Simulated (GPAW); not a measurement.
Input of a GPAW 26.7.0 run:

File run.py:

```python
from ase.dft.bandgap import bandgap
from ase.io import read, write
from ase.units import GPa
from gpaw import GPAW, PW, setup_paths

setup_paths.insert(0, '.')

atoms = read('POSCAR')

calc = GPAW(mode=PW(800),
            xc='PBE',
            kpts={'size': (8, 8, 5), 'gamma': True},
            occupations={'name': 'fermi-dirac', 'width': 0.05},
            nbands=33,
            convergence={'density': 1e-05, 'energy': 1e-05},
            maxiter=150,
            txt='gpaw.txt')
atoms.calc = calc
energy = atoms.get_potential_energy()
forces = atoms.get_forces()
stress = atoms.get_stress()
calc.write('gs.gpw')
write('result.traj', atoms)
print(f'Energy: {energy:.6f} eV')
print('Forces (eV/A):')
print(forces.round(4))
print('Stress (GPa):', (stress / GPa).round(3))
print('Fermi level:', round(calc.get_fermi_level(), 4), 'eV')
print(f'Gap: {bandgap(calc)[0]:.4f} eV, direct: {bandgap(calc, direct=True)[0]:.4f} eV')

path = atoms.cell.bandpath('GXSRAZGYX1A1TY,ZT', npoints=60, eps=1e-4)
bs_calc = calc.fixed_density(kpts=path, symmetry='off', nbands=47,
                             convergence={'bands': 'CBM+6.0', 'eigenstates': 1e-6}, txt='bands.txt')
bs = bs_calc.band_structure()
bs.write('bs.json')
print(f'Gap on the path: {bandgap(bs_calc)[0]:.4f} eV')
```

Contents of POSCAR:

```
CuO
1.0
    1.9909680000     -2.1535500000      0.0000000000
    1.9909680000      2.1535500000      0.0000000000
    0.0000000000      0.0000000000      5.1559280000
Cu O
2 2
Direct
    0.5000000000      0.0000000000      0.0000000000
    0.0000000000      0.5000000000      0.5000000000
    0.5000000000      0.5000000000      0.2500000000
    0.5000000000      0.5000000000      0.7500000000
```

Potentials or basis: PAW data sets generated in the run's folder for this functional, pw.

Launch:

```sh
$ gpaw-setup -f PBE Cu O
$ OMP_NUM_THREADS=1 python run.py
```

**Question.** Estimate the band gap along the path.

**Answer.** None (metal or under the smearing width).

**Question.** What does it give for the pressure?

**Answer.** 3.4 GPa.

Levels at the corners of the path, in eV from the Fermi level:
```
point  band 15  band 16  band 17  band 18  band 19  band 20
    Γ    -2.29    -1.89     0.60     0.78     1.44     6.15
    X    -1.56    -1.24    -1.22     1.14     2.36     7.04
    S    -1.55    -1.50     0.24     0.48     3.72     5.94
    R    -1.99    -1.80    -0.14     0.69     4.36     5.93
    A    -1.43    -1.43    -0.47    -0.47     4.12     4.12
    Z    -1.54    -1.54     0.13     0.13     3.52     3.52
    Γ    -2.29    -1.89     0.60     0.78     1.44     6.15
    Y    -1.58    -1.21    -1.15     1.15     2.21     7.25
   X1    -1.56    -1.24    -1.22     1.14     2.36     7.04
   A1    -1.43    -1.43    -0.47    -0.47     4.12     4.12
    T    -1.40    -1.40    -0.48    -0.48     4.07     4.07
    Y    -1.58    -1.21    -1.15     1.15     2.21     7.25
    Z    -1.54    -1.54     0.13     0.13     3.52     3.52
    T    -1.40    -1.40    -0.48    -0.48     4.07     4.07
```

Caveat: with this Cu data set, volumes or pressures lay over 1.5 % or 2 GPa off other programs in two to four cells of ten; the run has no spin polarisation, though such a crystal can be magnetic; semilocal functionals often make such compounds metallic where correlation or magnetic order opens a gap, which also shifts bond lengths.
